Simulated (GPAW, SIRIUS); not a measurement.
Given: the input of a run of GPAW 26.7.0 (ASE script) on Hf. This isn't the form of Hf at room conditions, which is hcp.

The input run.py:

```python
from ase import Atoms
from ase.dft.bandgap import bandgap
from ase.io import write
from ase.units import Bohr, GPa
from gpaw import GPAW, PW, setup_paths
from gpaw.elf import elf_from_dft_calculation

setup_paths.insert(0, '.')

atoms = Atoms(['Hf'],
              cell=[[0.0, 2.22, 2.22],
                    [2.22, 0.0, 2.22],
                    [2.22, 2.22, 0.0]],
              scaled_positions=[[0.0, 0.0, 0.0]],
              pbc=True)

calc = GPAW(mode=PW(600),
            xc='PBEsol',
            kpts={'size': (10, 10, 10), 'gamma': True},
            occupations={'name': 'fermi-dirac', 'width': 0.05},
            nbands=14,
            convergence={'density': 1e-05, 'energy': 1e-05},
            maxiter=150,
            txt='gpaw.txt')
atoms.calc = calc
energy = atoms.get_potential_energy()
forces = atoms.get_forces()
stress = atoms.get_stress()
calc.write('gs.gpw')
write('result.traj', atoms)
print(f'Energy: {energy:.6f} eV')
print('Forces (eV/A):')
print(forces.round(4))
print('Stress (GPa):', (stress / GPa).round(3))
print('Fermi level:', round(calc.get_fermi_level(), 4), 'eV')
print(f'Gap: {bandgap(calc)[0]:.4f} eV, direct: {bandgap(calc, direct=True)[0]:.4f} eV')

# fields on the real-space grid
write('density.cube', atoms, data=calc.get_pseudo_density() * Bohr**3)
write('potential.cube', atoms, data=calc.get_electrostatic_potential())
write('elf.cube', atoms, data=elf_from_dft_calculation(calc).data)
```

Potentials or basis: PAW data sets generated in the run's folder for this functional, pw.

Command:

```bash
$ gpaw-setup -f PBEsol Hf
$ OMP_NUM_THREADS=1 python run.py
```

Problem. Set up the same calculation for SIRIUS 7.12.0. Potentials or basis there: PseudoDojo 0.4.1 PBEsol standard (scalar relativistic), cutoff 807 eV.

Solution. As run (cutoffs and basis follow the program's own potentials, and thresholds, step limits or extra output files can differ):

The input sirius.json:

```json
{
  "control": {
    "processing_unit": "cpu",
    "verbosity": 2,
    "num_bands_to_print": 13,
    "print_forces": true,
    "print_stress": true
  },
  "parameters": {
    "electronic_structure_method": "pseudopotential",
    "xc_functionals": ["XC_GGA_X_PBE_SOL", "XC_GGA_C_PBE_SOL"],
    "gk_cutoff": 7.7,
    "pw_cutoff": 15.4,
    "ngridk": [10, 10, 10],
    "shiftk": [0, 0, 0],
    "smearing": "fermi_dirac",
    "smearing_width": 0.0018374661,
    "num_bands": 13,
    "num_mag_dims": 0,
    "num_dft_iter": 100,
    "energy_tol": 1e-08,
    "density_tol": 1e-06
  },
  "iterative_solver": {
    "type": "davidson",
    "min_tolerance": 1e-10
  },
  "mixer": {
    "type": "anderson",
    "beta": 0.7,
    "max_history": 8
  },
  "settings": {
    "tol_ne": 1e-10,
    "pseudo_grid_cutoff": 6.5
  },
  "unit_cell": {
    "lattice_vectors": [
      [0.0, 0.707106781187, 0.707106781187],
      [0.707106781187, 0.0, 0.707106781187],
      [0.707106781187, 0.707106781187, 0.0]
    ],
    "lattice_vectors_scale": 5.9328974184,
    "atom_coordinate_units": "lattice",
    "atom_types": ["Hf"],
    "atom_files": {
      "Hf": "Hf.json"
    },
    "atoms": {
      "Hf": [
        [0.0, 0.0, 0.0]
      ]
    }
  }
}
```

Potentials or basis: PseudoDojo 0.4.1 PBEsol standard (scalar relativistic).

Run with:

```sh
$ upf_to_json Hf.upf
$ OMP_NUM_THREADS=1 sirius.scf --input=sirius.json --output=out.json --task=0
```

Both were run:

|  | GPAW | SIRIUS |
| --- | --- | --- |
| Pressure | -1.2 GPa | -1.3 GPa |

Pressure is positive in compression.
